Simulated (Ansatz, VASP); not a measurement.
# F2 in VASP and in Ansatz

```
F
1.0
     9.00000    0.00000    0.00000
     0.00000    9.50000    0.00000
     0.00000    0.00000   10.00000
F
2
Direct
  0.50000 0.50000 0.43011
  0.50000 0.50000 0.56989
```

Alike in both runs: functional PBEsol; k mesh 1 × 1 × 1; occupations gaussian, width 0.02 eV; no spin polarisation.

Ansatz relaxed the structure, and its values are those at the end. VASP's run is a single point on that final structure, the one shown.

|  | VASP | Ansatz |
| --- | --- | --- |
| version | VASP 6.6.1 | Ansatz 0.2.0 |
| potentials or method | VASP PAW PBE potentials, release 64 (F) | plane waves, PAW |
| plane-wave cutoff (eV) | 520 | 500 |
| valence electrons in the cell | 14 | 14 |

```tsv
	VASP	Ansatz	Ansatz less VASP
rms of the force components (eV/Å)	0.259	0.008	-0.2511
```

One of these differences is far larger than is usual between the two programs; its cause wasn't traced. Ansatz warned: «stress_scf_threshold_loose».

Caveats: the PAW data sets were made with another functional, which shifts forces and pressure a little (VASP). PBEsol gaps usually lie below the measured ones, often by a third to a half.
